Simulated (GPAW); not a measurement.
# Mo (Im-3m) in GPAW: notebook

The runs below take Mo through single point, relaxation of cell and atoms, band structure, with revTPSS+D4+U, PBE+D3M(BJ)+U, PBE+D4.

Program: GPAW 26.7.0. These are calculated values, not measurements. Logs are shortened: lines on timing, memory, paths and dates and some standing lists are left out, and cuts for length are marked. The log counts tension as positive stress, the text compression.

## (1) Starting point

Symmetry: Im-3m, No. 229, cubic system. Conventional cell: a = 3.168 Å, b = 3.168 Å, c = 3.168 Å, α = 90.00°, β = 90.00°, γ = 90.00°. Mo (site symmetry m-3m) has 8 Mo at 2.74 Å as nearest neighbours.

## (2) Single point, revTPSS+D4+U, collinear spin, ferromagnetic start

Input file run.py:

```python
from ase.calculators.mixing import SumCalculator
from ase.dft.bandgap import bandgap
from ase.io import read, write
from ase.units import GPa
from dftd4.ase import DFTD4
from gpaw import GPAW, PW

atoms = read('POSCAR')
atoms.set_initial_magnetic_moments([1.0])

calc = GPAW(mode=PW(300),
            xc='MGGA_X_REVTPSS+MGGA_C_REVTPSS',
            kpts={'size': (12, 12, 12), 'gamma': True},
            occupations={'name': 'fermi-dirac', 'width': 0.05},
            setups={'Mo': ':d,4.5,0'},
            nbands=16,
            convergence={'density': 1e-05, 'energy': 1e-05},
            maxiter=75,
            legacy_gpaw=True,
            txt='gpaw.txt')
atoms.calc = SumCalculator([calc, DFTD4(method='revtpss')])
energy = atoms.get_potential_energy()
forces = atoms.get_forces()
stress = atoms.get_stress()
calc.write('gs.gpw')
write('result.traj', atoms)
print(f'Energy: {energy:.6f} eV')
print('Forces (eV/A):')
print(forces.round(4))
print('Stress (GPa):', (stress / GPa).round(3))
print('Moments:', calc.get_magnetic_moments().round(3))
print('Fermi level:', round(calc.get_fermi_level(), 4), 'eV')
print(f'Gap: {bandgap(calc)[0]:.4f} eV, direct: {bandgap(calc, direct=True)[0]:.4f} eV')
```

Input file POSCAR:

```
Mo
1.0
   -1.5838089719      1.5838089719      1.5838089719
    1.5838089719     -1.5838089719      1.5838089719
    1.5838089719      1.5838089719     -1.5838089719
Mo
1
Direct
    0.0000000000      0.0000000000      0.0000000000
```

Potentials or basis: GPAW PAW data sets (gpaw-data 1.2.1), pw.

Run with:

```
$ OMP_NUM_THREADS=1 python run.py
```

gpaw.txt:

```text
___ ___ ___ _ _ _
 |   |   |_  | | | |
 | | | | | . | | | |
 |__ |  _|___|_____|  26.7.0
 |___|_|

Input parameters:
  convergence: {density: 1e-05,
                energy: 1e-05}
  kpts: {gamma: True,
         size: (12, 12, 12)}
  maxiter: 75
  mode: {ecut: 300.0,
         name: pw}
  nbands: 16
  occupations: {name: fermi-dirac,
                width: 0.05}
  setups: {Mo: :d,4.5,0}
  xc: MGGA_X_REVTPSS+MGGA_C_REVTPSS

System changes: positions, numbers, cell, pbc, initial_charges, initial_magmoms

Initialize ...

species:
  Mo:
    name:    Molybdenum
    Z:       42.0
    valence: 14
    core:    28
    charge:  0.0  # [|e|]
    Hubbard: {U: 4.5,  # eV
              l: 2,
              scale: False}
    compensation charges:
      type: gauss
      rc: 0.38  # [Å]
      lmax: 2
    cutoffs:
      filter: 2.16  # [Å]
      core: 1.42  # [Å]
    projectors
    | kind |    occ | energy [eV] | rcut [Å] |
    |------|--------|-------------|----------|
    |   4s |  2.000 |     -64.307 |    1.238 |
    |   5s |  1.000 |      -4.084 |    1.238 |
    |   4p |  6.000 |     -38.491 |    1.296 |
    |   5p |  0.000 |      -1.044 |    1.296 |
    |   4d |  5.000 |      -3.754 |    1.296 |
    |    d |        |      23.458 |    1.296 |

    Using partial waves for Mo as LCAO basis

Reference energy: -110134.072632  # eV

Spin-polarized calculation.
Initial magnetic moment: 1.000000

Convergence criteria:
 Maximum [total energy] change in last 3 cyles: 1e-05 eV / valence electron
 Maximum integral of absolute [dens]ity change: 1e-05 electrons / valence electron
 Maximum integral of absolute [eigenst]ate change: 4e-08 eV^2 / valence electron
 Maximum number of scf [iter]ations: 75
 (Square brackets indicate name in SCF output, whereas a 'c' in
 the SCF output indicates the quantity has converged.)

Symmetries present (total): 48

  ( 1  1  1)  ( 1  1  1)  ( 1  1  1)  ( 1  1  1)  ( 1  1  1)  ( 1  1  1)
  ( 0  0 -1)  ( 0  0 -1)  ( 0 -1  0)  ( 0 -1  0)  (-1  0  0)  (-1  0  0)
  ( 0 -1  0)  (-1  0  0)  ( 0  0 -1)  (-1  0  0)  ( 0  0 -1)  ( 0 -1  0)

  ( 1  0  0)  ( 1  0  0)  ( 1  0  0)  ( 1  0  0)  ( 1  0  0)  ( 1  0  0)
  ( 0  1  0)  ( 0  1  0)  ( 0  0  1)  ( 0  0  1)  (-1 -1 -1)  (-1 -1 -1)
  ( 0  0  1)  (-1 -1 -1)  ( 0  1  0)  (-1 -1 -1)  ( 0  1  0)  ( 0  0  1)

  ( 0  1  0)  ( 0  1  0)  ( 0  1  0)  ( 0  1  0)  ( 0  1  0)  ( 0  1  0)
  ( 1  0  0)  ( 1  0  0)  ( 0  0  1)  ( 0  0  1)  (-1 -1 -1)  (-1 -1 -1)
  ( 0  0  1)  (-1 -1 -1)  ( 1  0  0)  (-1 -1 -1)  ( 1  0  0)  ( 0  0  1)

  ( 0  0  1)  ( 0  0  1)  ( 0  0  1)  ( 0  0  1)  ( 0  0  1)  ( 0  0  1)
  ( 1  0  0)  ( 1  0  0)  ( 0  1  0)  ( 0  1  0)  (-1 -1 -1)  (-1 -1 -1)
  ( 0  1  0)  (-1 -1 -1)  ( 1  0  0)  (-1 -1 -1)  ( 1  0  0)  ( 0  1  0)

  ( 0  0 -1)  ( 0  0 -1)  ( 0  0 -1)  ( 0  0 -1)  ( 0  0 -1)  ( 0  0 -1)
  ( 1  1  1)  ( 1  1  1)  ( 0 -1  0)  ( 0 -1  0)  (-1  0  0)  (-1  0  0)
  ( 0 -1  0)  (-1  0  0)  ( 1  1  1)  (-1  0  0)  ( 1  1  1)  ( 0 -1  0)

  ( 0 -1  0)  ( 0 -1  0)  ( 0 -1  0)  ( 0 -1  0)  ( 0 -1  0)  ( 0 -1  0)
  ( 1  1  1)  ( 1  1  1)  ( 0  0 -1)  ( 0  0 -1)  (-1  0  0)  (-1  0  0)
  ( 0  0 -1)  (-1  0  0)  ( 1  1  1)  (-1  0  0)  ( 1  1  1)  ( 0  0 -1)

  (-1  0  0)  (-1  0  0)  (-1  0  0)  (-1  0  0)  (-1  0  0)  (-1  0  0)
  ( 1  1  1)  ( 1  1  1)  ( 0  0 -1)  ( 0  0 -1)  ( 0 -1  0)  ( 0 -1  0)
  ( 0  0 -1)  ( 0 -1  0)  ( 1  1  1)  ( 0 -1  0)  ( 1  1  1)  ( 0  0 -1)

  (-1 -1 -1)  (-1 -1 -1)  (-1 -1 -1)  (-1 -1 -1)  (-1 -1 -1)  (-1 -1 -1)
  ( 1  0  0)  ( 1  0  0)  ( 0  1  0)  ( 0  1  0)  ( 0  0  1)  ( 0  0  1)
  ( 0  1  0)  ( 0  0  1)  ( 1  0  0)  ( 0  0  1)  ( 1  0  0)  ( 0  1  0)

1728 k-points: 12 x 12 x 12 Monkhorst-Pack grid + [1/24,1/24,1/24]
72 k-points in the irreducible part of the Brillouin zone
       k-points in crystal coordinates                weights
   0:    -0.00000000   -0.00000000   -0.00000000          1/1728
   1:     0.08333333   -0.00000000   -0.00000000         12/1728
   2:     0.08333333    0.08333333   -0.08333333          6/1728
   3:     0.16666667   -0.00000000   -0.08333333         24/1728
   4:     0.16666667   -0.00000000   -0.00000000         12/1728
   5:     0.16666667    0.08333333   -0.08333333         24/1728
   6:     0.16666667    0.16666667   -0.16666667          6/1728
   7:     0.25000000   -0.08333333   -0.08333333          8/1728
   8:     0.25000000   -0.00000000   -0.08333333         48/1728
   9:     0.25000000   -0.00000000   -0.00000000         12/1728
          ...
  71:     0.50000000    0.50000000    0.50000000          1/1728

Wave functions: Plane wave expansion
  Cutoff energy: 300.000 eV
  Number of coefficients (min, max): 177, 201
  Pulay-stress correction: 0.000000 eV/Ang^3 (de/decut=0.000000)
  Using FFTW library
  ScaLapack parameters: grid=1x1, blocksize=None
  Wavefunction extrapolation:
    Improved wavefunction reuse through dual PAW basis

Occupation numbers: Fermi-Dirac:
  width: 0.0500  # eV

Eigensolver
   Davidson(niter=2)

Densities:
  Coarse grid: 12*12*12 grid
  Fine grid: 24*24*24 grid
  Total Charge: 0.000000

Density mixing:
  Method: fullspin
  Backend: msr1
  Linear mixing parameter: 0.05
  old densities: 10
  Width of damping distribution: 1.1
  Damping of long wavelength oscillations: 20

Hamiltonian:
  XC and Coulomb potentials evaluated on a 24*24*24 grid
  Using the MGGA_X_REVTPSS+MGGA_C_REVTPSS Exchange-Correlation functional
  External potential:
    NoExternalPotential

XC parameters: MGGA_X_REVTPSS+MGGA_C_REVTPSS with 2 nearest neighbor stencil

Number of atoms: 1
Number of atomic orbitals: 13
Number of bands in calculation: 16
Number of valence electrons: 14
Bands to converge: occupied

... initialized

Initializing position-dependent things.

Density initialized from atomic densities
Creating initial wave functions:
  13 bands from LCAO basis set
  3 bands from random numbers

       Mo

Atomic positions and initial magnetic moments

Positions:
   0 Mo     0.000000    0.000000    0.000000    ( 0.0000,  0.0000,  1.0000)

Unit cell:
           periodic     x           y           z      points  spacing
  1. axis:    yes   -1.583809    1.583809    1.583809    12     0.1867
  2. axis:    yes    1.583809   -1.583809    1.583809    12     0.1867
  3. axis:    yes    1.583809    1.583809   -1.583809    12     0.1867

  Lengths:   2.743238   2.743238   2.743238
  Angles:  109.471221 109.471221 109.471221

Effective grid spacing dv^(1/3) = 0.2095

iter:   1  1363.735264                   +0.9887
iter:   2     8.051263   +1.14  -0.63    +0.8352
iter:   3     7.919835   -0.34  -1.24    +0.7881
iter:   4     7.997261   -1.92  -1.30    +0.5590
iter:   5     7.987347   -3.91  -1.52    +0.5537
iter:   6     7.906167   -2.94  -1.53    +0.2795
iter:   7     7.904550   -3.27  -1.79    +0.2504
iter:   8     7.900862   -4.87  -1.78    +0.2440
iter:   9     7.887850   -4.39  -1.81    +0.1739
iter:  10     7.887744   -6.64  -1.93    +0.1752
iter:  11     7.885603   -3.94  -1.93    +0.0432
iter:  12     7.877074   -4.10  -2.23    +0.0079
iter:  13     7.875257   -4.66  -2.53    -0.0107
iter:  14     7.875093   -6.17  -3.05    +0.0020
iter:  15     7.875071   -6.59  -3.62    +0.0001
iter:  16     7.875071c  -7.84c -4.51    +0.0001
iter:  17     7.875071c  -8.18c -4.82    -0.0000
iter:  18     7.875071c  -9.93c -5.63c   -0.0000

Converged after 18 iterations.

Dipole moment: (0.000000, -0.000000, 0.000000) |e|*Ang

Total magnetic moment: (0.000000, 0.000000, -0.000005)
Local magnetic moments:
   0 Mo ( 0.000000,  0.000000, -0.000000)

Energy contributions relative to reference atoms: (reference = -110134.072632)

Kinetic:        -19.763949
Potential:      +13.136937
External:        +0.000000
XC:             +14.451901
Entropy (-ST):   -0.001908
Local:           +0.051136
SIC:             +0.000000
--------------------------
Free energy:     +7.874117
Extrapolated:    +7.875071

Spin contamination: 0.000008 electrons
Showing only first 2 kpts
                      Up                     Down
 Kpt  Band  Eigenvalues  Occupancy  Eigenvalues  Occupancy
  0     5     12.17215    1.00000     12.17218    1.00000
  0     6     12.17215    1.00000     12.17218    1.00000
  0     7     12.17216    1.00000     12.17218    1.00000
  0     8     15.84147    0.00000     15.84143    0.00000

  1     5     12.01013    1.00000     12.01016    1.00000
  1     6     12.14402    1.00000     12.14405    1.00000
  1     7     12.45474    1.00000     12.45477    1.00000
  1     8     15.59540    0.00000     15.59536    0.00000

Fermi level: 13.57088

No gap
No difference between direct/indirect transitions

Forces in eV/Ang:
  0 Mo   -0.00000   -0.00000    0.00000

Stress tensor:
     0.035687    -0.000000    -0.000000
    -0.000000     0.035687     0.000000
    -0.000000     0.000000     0.035687
Writing to gs.gpw (mode='')
```

Run time: 44 s. Hardware: 1 thread of Arm Neoverse V1, shared host; peak memory 0.23 GiB.

These settings aren't checked as converged: the numbers below hold their error.

What came out:

| Item | Value |
| --- | --- |
| Free energy | 7.2343 eV |
| Pressure | -12.0 GPa |
| Band gap on the k mesh | none (metal or under the smearing width) |
| Net moment | 0.00 μB per cell |
| Dispersion energy per atom | -0.640 eV |

Caveat: the cutoff is short for stress and forces, so pressures can be off by a GPa or more; the PAW data sets were made with another functional, which shifts forces and pressure a little; pairwise dispersion overbinds metals, which lowers pressure and volume; the U is typed as a test and isn't derived for this compound.

(Part 1 of 2 ends here.)
